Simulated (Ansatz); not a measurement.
## Structure relaxation of Ca₂S

Theory: DFT PBE, scalar-relativistic, plane waves, PAW (Ansatz). Cutoff 420 eV, Γ-centred k mesh, Gaussian smearing, no spin polarisation in the final step.

Ca₂S was placed on the cubic Laves (C15) structure type (Fd-3m, No. 227), with S in place of Mg, Ca in place of Cu, at a guessed volume.

```yaml
crystal:
  lattice:
    - [0.00000, 4.27538, 4.27538]
    - [4.27538, 0.00000, 4.27538]
    - [4.27538, 4.27538, 0.00000]
  atoms:
    - { symbol: Ca, position: [0.62500, 0.62500, 0.62500] }
    - { symbol: Ca, position: [0.12500, 0.62500, 0.62500] }
    - { symbol: Ca, position: [0.62500, 0.62500, 0.12500] }
    - { symbol: Ca, position: [0.62500, 0.12500, 0.62500] }
    - { symbol: S, position: [0.00000, 0.00000, 0.00000] }
    - { symbol: S, position: [0.25000, 0.25000, 0.25000] }
```

Cell and atoms relax at zero pressure; the relaxation can't lower the symmetry of the start.

Formation energies are uncorrected and refer to the elements' standard structures at the same level.

Q: Which crystal results?

A: It keeps Fd-3m (No. 227). The result has the cubic Laves (C15) structure. Conventional cell: a = 9.055 Å. Around Ca lie 6 Ca at 3.20 Å and 6 S at 3.75 Å; S has 12 Ca at 3.75 Å and 4 S at 3.92 Å.

```cif
data_structure
_symmetry_space_group_name_H-M 'Fd-3m:1'
_symmetry_Int_Tables_number 227
_cell_length_a 9.0553
_cell_length_b 9.0553
_cell_length_c 9.0553
_cell_angle_alpha 90.000
_cell_angle_beta 90.000
_cell_angle_gamma 90.000
_cell_volume 742.51
loop_
_atom_site_label
_atom_site_type_symbol
_atom_site_symmetry_multiplicity
_atom_site_Wyckoff_symbol
_atom_site_fract_x
_atom_site_fract_y
_atom_site_fract_z
_atom_site_occupancy
Ca1 Ca 16 d 0.12500 0.62500 0.12500 1
S1 S 8 a 0.50000 0.00000 0.50000 1
```

Q: What are its volume, energy, density and gap?

A: The volume per atom is 30.94 Å³ and the density is 2.01 g/cm³. The energy over the elements is -0.01 eV/atom and the gap on the 8×8×8 mesh is 0 eV (a metal).

The final run used a 8×8×8 mesh on its 6-atom cell and 0.10 eV smearing. The k mesh leaves about 4 meV/atom of noise in metals. A structure relaxed within its symmetry needn't be a true minimum. The steps took about 50 core-seconds in all.

Cost: 3 runs of about 0.77 core-minutes in all, on Intel Xeon Platinum 8375C (Ice Lake) (shared hosts).